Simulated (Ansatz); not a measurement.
Al:

```
Al
1.0
     0.00000    2.02481    2.02481
     2.02481    0.00000    2.02481
     2.02481    2.02481    0.00000
Al
1
Direct
  0.00000 0.00000 0.00000
```

Base run:

```yaml
Program: Ansatz 0.2.0
Functional: PBE
Potentials_or_basis: PseudoDojo standard (PBE files)
Cutoff: 544 eV
Density_cutoff: 2177 eV
k_mesh: 11 × 11 × 11
Occupations: fermi-dirac, width 0.05 eV
Spin: no spin polarisation
```

Its results: band gap on the k mesh none (metal or under the smearing width); pressure -0.7 GPa.

Question: The run is repeated on the same cell with these changes: potentials or basis from PseudoDojo standard (PBE files) to Ansatz PAW; cutoff from 544 eV to 420 eV (not typed: the program's choice for these potentials); k mesh from 11 × 11 × 11 to 4 × 4 × 4. What comes out?

Answer: Band gap on the k mesh none (metal or under the smearing width); pressure 0.3 GPa.

Caveats: some runs use coarse meshes.
